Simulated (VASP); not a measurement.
A VASP 6.6.1 single-point calculation on SrO

INCAR

```
NBANDS = 12
IBRION = -1
NELM = 120
EDIFF = 1E-7
PREC = Accurate
LASPH = .TRUE.
GGA = PE
ENCUT = 520
LWAVE = .FALSE.
ISMEAR = -1
NSW = 0
SIGMA = 0.02
LCHARG = .FALSE.
LREAL = .FALSE.
ISIF = 2
```

KPOINTS

```
KPOINTS created by Atomic Simulation Environment
0
Monkhorst-Pack
8 8 8
0 0 0
```

POSCAR

```
Sr O
 1.0000000000000000
     0.0000000000000000    2.6572890956999999    2.6572890956999999
     2.6572890956999999    0.0000000000000000    2.6572890956999999
     2.6572890956999999    2.6572890956999999    0.0000000000000000
 Sr  O
   1   1
Cartesian
  0.0000000000000000  0.0000000000000000  0.0000000000000000
  2.6572890956999999  2.6572890956999999  2.6572890956999999
```

The recommended PBE PAW datasets give the neutral cell 16 valence electrons.

Command

```
mpirun -np 1 vasp_std
```

OSZICAR

```
N       E                     dE             d eps       ncg     rms          rms(c)
DAV:   1     0.757917282331E+02    0.75792E+02   -0.86222E+03  1440   0.129E+03
DAV:   2    -0.104277275007E+02   -0.86219E+02   -0.78930E+02  2004   0.245E+02
DAV:   3    -0.141269553879E+02   -0.36992E+01   -0.36745E+01  1924   0.497E+01
DAV:   4    -0.142269879974E+02   -0.10003E+00   -0.10000E+00  1968   0.727E+00
DAV:   5    -0.142285758626E+02   -0.15879E-02   -0.15878E-02  1944   0.739E-01    0.139E+01
DAV:   6    -0.121674737043E+02    0.20611E+01   -0.10972E+01  1728   0.236E+01    0.169E+01
DAV:   7    -0.120288762232E+02    0.13860E+00   -0.73835E-01  1872   0.724E+00    0.946E+00
DAV:   8    -0.120204630821E+02    0.84131E-02   -0.14334E-01  1536   0.426E+00    0.690E-01
DAV:   9    -0.120213173825E+02   -0.85430E-03   -0.12391E-02  2136   0.927E-01    0.233E-01
DAV:  10    -0.120220176733E+02   -0.70029E-03   -0.10462E-03  1540   0.332E-01    0.895E-02
DAV:  11    -0.120221674954E+02   -0.14982E-03   -0.22893E-04  1708   0.133E-01    0.494E-02
DAV:  12    -0.120221862998E+02   -0.18804E-04   -0.41361E-05  1600   0.639E-02    0.635E-02
DAV:  13    -0.120221822564E+02    0.40434E-05   -0.59261E-06  1764   0.320E-02    0.308E-03
DAV:  14    -0.120221820016E+02    0.25480E-06   -0.10137E-06  2036   0.941E-03    0.158E-03
DAV:  15    -0.120221820802E+02   -0.78595E-07   -0.43236E-08   932   0.210E-03
   1 F= -.12022182E+02 E0= -.12022182E+02  d E =-.262346E-10
```

From OUTCAR

```
k-points           NKPTS =     60   k-points in BZ     NKDIM =     60   number of bands    NBANDS=     12

   NELECT =      16.0000    total number of electrons

   dimension x,y,z NGX =    28 NGY =   28 NGZ =   28
   dimension x,y,z NGXF=    56 NGYF=   56 NGZF=   56

  energy-cutoff  :      520.00
  volume of cell :       37.53
      direct lattice vectors                 reciprocal lattice vectors
     0.000000000  2.657289096  2.657289096    -0.188161687  0.188161687  0.188161687
     2.657289096  0.000000000  2.657289096     0.188161687 -0.188161687  0.188161687
     2.657289096  2.657289096  0.000000000     0.188161687  0.188161687 -0.188161687

 k-points in reciprocal lattice and weights: KPOINTS created by Atomic Simulation Env
   0.06250000  0.06250000  0.06250000       0.004
   0.18750000  0.06250000  0.06250000       0.012
   0.31250000  0.06250000  0.06250000       0.012
   0.43750000  0.06250000  0.06250000       0.012
  -0.43750000  0.06250000  0.06250000       0.012
  -0.31250000  0.06250000  0.06250000       0.012
  -0.18750000  0.06250000  0.06250000       0.012
  -0.06250000  0.06250000  0.06250000       0.012
   ...

 E-fermi :   1.5733

 k-point     1 :       0.0625    0.0625    0.0625
  band No.  band energies     occupation
      1     -31.5312      2.00000
      2     -13.8888      2.00000
      3     -13.2606      2.00000
      4     -13.2606      2.00000
      5     -13.1207      2.00000
      6       1.1000      2.00000
      7       1.1798      2.00000
      8       1.1798      2.00000
      9       4.7218      0.00000
     10       7.1563      0.00000
     11       7.2719      0.00000
     12       7.2719      0.00000

 k-point     2 :       0.1875    0.0625    0.0625
  band No.  band energies     occupation
      1     -31.5148      2.00000
      2     -14.2762      2.00000
      3     -13.2988      2.00000
      4     -13.2618      2.00000
      5     -12.7658      2.00000
      6       0.5769      2.00000
      7       0.9214      2.00000
      8       1.0932      2.00000
      9       5.4992      0.00000
     10       6.9232      0.00000
     11       7.5203      0.00000
     12       7.8243      0.00000

 k-point     3 :       0.3125    0.0625    0.0625
  band No.  band energies     occupation
      1     -31.4829      2.00000
      2     -14.7336      2.00000
      3     -13.3326      2.00000
      4     -13.2830      2.00000
      5     -12.3942      2.00000
      6      -0.0993      2.00000
      7       0.5645      2.00000
      8       0.7475      2.00000
      9       6.8258      0.00000
     10       6.9893      0.00000
     11       8.2436      0.00000
     12       8.6546      0.00000

 k-point     4 :       0.4375    0.0625    0.0625
  band No.  band energies     occupation
      1     -31.4540      2.00000
      2     -15.0441      2.00000
      3     -13.3495      2.00000
      4     -13.3115      2.00000
      5     -12.1657      2.00000
      6      -0.5779      2.00000
      7       0.3184      2.00000
      8       0.4170      2.00000
      9       7.1971      0.00000
     10       8.2182      0.00000
     11       9.1314      0.00000
     12       9.4356      0.00000

 ...

  Total       -1.0748430     -1.0748430     -1.0748430      0.0000000      0.0000000      0.0000000
  in kB      -45.8890655    -45.8890655    -45.8890655      0.0000000      0.0000000      0.0000000
  external PRESSURE =     -45.8890655 kB  Pullay stress =       0.0000000 kB

 POSITION                                       TOTAL-FORCE (eV/Angst)
 -----------------------------------------------------------------------------------
      0.00000      0.00000      0.00000         0.000000     -0.000000      0.000000
      2.65729      2.65729      2.65729        -0.000000      0.000000     -0.000000
 -----------------------------------------------------------------------------------
    total drift:                                0.000000      0.000000      0.000000

  FREE ENERGIE OF THE ION-ELECTRON SYSTEM (eV)
  ---------------------------------------------------
  free  energy   TOTEN  =       -12.0221820802 eV

  energy  without entropy=      -12.0221820801  energy(sigma->0) =      -12.02218208
```

It converged. Results: gap between bands v and c on the k mesh 3.46 eV; least direct gap on the k mesh 3.54 eV; pressure -4.6 GPa. Band v is the last that the valence electrons fill when counted band by band, and c is the next.

The shifted mesh misses Γ, so a band edge there is missed.

For comparison, a separate PBE run of the intended cell, on usual settings and not on those above, gives a gap of 3.30 eV on its mesh and a pressure of -4.6 GPa.

The run above took about 18 s on one core of a shared host (Intel Xeon Platinum 8488C) and held 0.18 GiB at most.
